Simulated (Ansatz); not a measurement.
# C: pressure against volume, fitted

```
CELL_PARAMETERS angstrom
0.00000 2.12700 3.34800
1.22800 0.00000 3.34800
1.22800 2.12700 0.00000
ATOMIC_POSITIONS crystal
C 0.16667 0.83333 0.16667
C 0.83333 0.16667 0.83333
```

Atoms are numbered in the order listed.

The cell is COD entry 9000046, as deposited and not checked against the literature; nothing was relaxed.

Computed with DFT, PBE, all-electron LAPW, scalar-relativistic (Ansatz 0.2.0).

The runs use a Γ-centred 18×18×18 k mesh, Fermi–Dirac smearing of 0.05 eV, basis error target 0.25 meV/atom, no spin polarisation.

The cell is scaled evenly. Fractional coordinates are held (clamped ions).

| V (Å³/atom) | P (GPa) |
| --- | --- |
| 8.225 | 24.37 |
| 8.395 | 17.27 |
| 8.570 | 10.61 |
| 8.657 | 7.50 |
| 8.745 | 4.53 |
| 8.832 | 1.68 |
| 8.920 | -1.03 |
| 9.095 | -6.11 |
| 9.270 | -10.75 |

(1) Fit a third-order Birch–Murnaghan curve to the pressures.

(2) Predict the pressure at the withheld volume, 8.220 Å³/atom.

Results:

(1) P = (3B0/2)(y^(7/2) − y^(5/2))[1 + (3/4)(B0′ − 4)(y − 1)] with y = (V0/V)^(2/3) fits within 0.01 GPa for V0 = 8.886 Å³/atom, B0 = 274.5 GPa and B0′ = 3.57.

(2) There y = 1.0533, so the fit gives 24.56 GPa; the run gave 24.56 GPa.
